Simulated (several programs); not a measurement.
What each method gives for SrCl₂ (CdI2 type)

SrCl₂ (CdI2 type), relaxed with r2SCAN+rVV10 in Ansatz, was computed with several methods. Space group P-3m1 (No. 164), trigonal; conventional cell a = 4.407 Å, c = 5.596 Å, 31.38 Å³ an atom. Around Sr lie 6 Cl at 2.90 Å; around Cl lie 3 Sr at 2.90 Å. Note: simulated data, non-magnetic, for a generated structure that need not be the stable one.

```
CELL_PARAMETERS angstrom
4.40725 0.00000 0.00000
-2.20362 3.81679 0.00000
0.00000 0.00000 5.59606
ATOMIC_POSITIONS crystal
Sr 0.00000 0.00000 0.00000
Cl 0.33333 0.66667 0.24870
Cl 0.66667 0.33333 0.75130
```

Gaps and times are for a single point on this cell; volume and bulk modulus come from each method's own relaxation or energy curve at fixed shape, which is too stiff where a cell has free coordinates or axes. Times are rough, from shared hosts (Arm Neoverse V1; NVIDIA H100 80GB HBM3), and each method has its own mesh and cell size. A double dagger marks a value from a curve with shape and coordinates held. PM6 (MOPAC), PM7 (MOPAC), GFN1-xTB (tblite), GFN2-xTB (tblite) treat a cluster of cells at its zone centre, which samples few k points: where these miss a band edge, the gap comes out too large for that reason alone. Gaps from k meshes are read at a limited set of points (mesh, symmetry points, PBE's band edges), so each method's own least gap may be somewhat smaller. xTB and the PM methods were fitted mostly to molecules, and can miss a solid's gap by electronvolts. Minimal bases can be far off for gaps. Times of the plane-wave ladder aren't listed, since it ran on unlike processors and cards. Curves at held shape can't give the bulk modulus of a layered or molecular crystal, so none is listed. GLLB-SC's gap includes the derivative discontinuity. G0W0 is at finite bands, cutoff and mesh. d marks a direct gap, i an indirect one (no mark: not told apart), a dash a value that wasn't computed or didn't pass its checks.

```tsv
method	kind	gap (eV)	own volume (Å³/atom)	bulk modulus (GPa)	atoms computed	processor time
light PBE (260 eV and a coarse mesh)	light plane-wave	5.16 d	32.54‡	–	3	1.1 s
PBE	semilocal	5.16 d	–	–	3	–
GFN1-xTB (tblite)	tight binding	4.44	–	–	cluster	4.7 s
PBE/SZV (CP2K)	small basis	3.54 d	–	–	3	4.9 s
GFN2-xTB (tblite)	tight binding	2.85	–	–	cluster	5.2 s
PM6 (MOPAC)	semi-empirical	9.80	–	–	cluster	5.7 s
PM7 (MOPAC)	semi-empirical	10.50	–	–	cluster	6 s
PBE/DZVP (CP2K)	small basis	5.07 d	32.90‡	–	3	9.6 s
r2SCAN	semilocal	5.79 d	–	–	3	–
GLLB-SC (GPAW)	model potential	9.36	–	–	3	53 s
PBE/single zeta (GPAW)	small basis	4.95 d	–	–	3	78 s
G0W0@r2SCAN (180 eV screening cutoff)	many-body	7.90	–	–	3	–
G0W0@PBE (260 eV screening cutoff)	many-body	7.63	–	–	3	–
```

Against r2SCAN (5.79 eV) and with closed or daggered gaps left aside, the nearest gap at the points sampled is that of PBE (-0.63 eV) and the farthest that of PM7 (MOPAC) (+4.71 eV). r2SCAN is only a yardstick of convenience: semilocal gaps usually lie below measured ones, which GLLB-SC and hybrids aim to mend.
